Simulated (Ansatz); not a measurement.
Runs of Ansatz 0.2.0 on HfN. Symmetry: Fm-3m, No. 225, cubic system. The conventional cell has a = 4.512 Å, b = 4.512 Å, c = 4.512 Å, α = 90.00°, β = 90.00°, γ = 90.00°. Hf (site symmetry m-3m) is surrounded by 6 N at 2.26 Å. Around N (site symmetry m-3m) lie 6 Hf at 2.26 Å. 

| task | level | cell | k mesh | cutoff (eV) | smearing | basis error allowed | gap on the mesh (eV) | pressure (GPa) | relaxed volume (Å³/atom) |
| --- | --- | --- | --- | --- | --- | --- | --- | --- | --- |
| band structure | LDA | as given | 10 × 10 × 10 | 343 | fermi-dirac 0.05 eV | 0.001 eV/atom | - | -8.2 | - |
| single point | RPBE | as given | 10 × 10 × 10 | 343 | gaussian 0.05 eV | 0.001 eV/atom | none | 11.3 | - |
| band structure | revPBE | as given | 10 × 10 × 10 | 344 | fermi-dirac 0.05 eV | 0.001 eV/atom | - | 10.0 | - |
| band structure | PBEsol | as given | 10 × 10 × 10 | 343 | fermi-dirac 0.05 eV | 0.001 eV/atom | - | -1.9 | - |
| band structure | RPBE | as given | 10 × 10 × 10 | 343 | fermi-dirac 0.05 eV | 0.001 eV/atom | - | 11.3 | - |
| single point | PBE | as given | 10 × 10 × 10 | 344 | gaussian 0.022 eV | 0.001 eV/atom | none | 6.7 | - |
| single point | PBE | as given | 7 × 7 × 7 | 291 | fermi-dirac 0.04 eV | 0.004 eV/atom | none | (a) | - |
| relaxation of cell and atoms | PBEsol | relaxed | 10 × 10 × 10 | - | fermi-dirac 0.05 eV | 0.001 eV/atom | - | 0.0 | 11.41 |
| relaxation of cell and atoms | RPBE+D4 | relaxed | 10 × 10 × 10 | - | fermi-dirac 0.05 eV | 0.001 eV/atom | - | 0.0 | 11.53 |
| relaxation of cell and atoms | PBE | relaxed | 10 × 10 × 10 | - | fermi-dirac 0.05 eV | 0.001 eV/atom | - | 0.0 | (b) |
| single point | PBE | as given | 10 × 10 × 10 | 344 | gaussian 0.018 eV | 0.001 eV/atom | none | 6.7 | - |

Alike in all rows: potentials or basis all-electron LAPW, scalar-relativistic; no spin polarisation.

Estimate the missing entries.

(a) 6.9; (b) 11.76.

Caveats: spin-orbit coupling is left out, which moves the levels of the heavy elements (some runs); the k mesh is thin for a metal, which can move the energy by tens of meV per atom (some runs).

A k mesh can miss the band edges, and the runs leave out spin-orbit coupling on Hf.

A gap of «none» marks a metal or a gap under the smearing width.
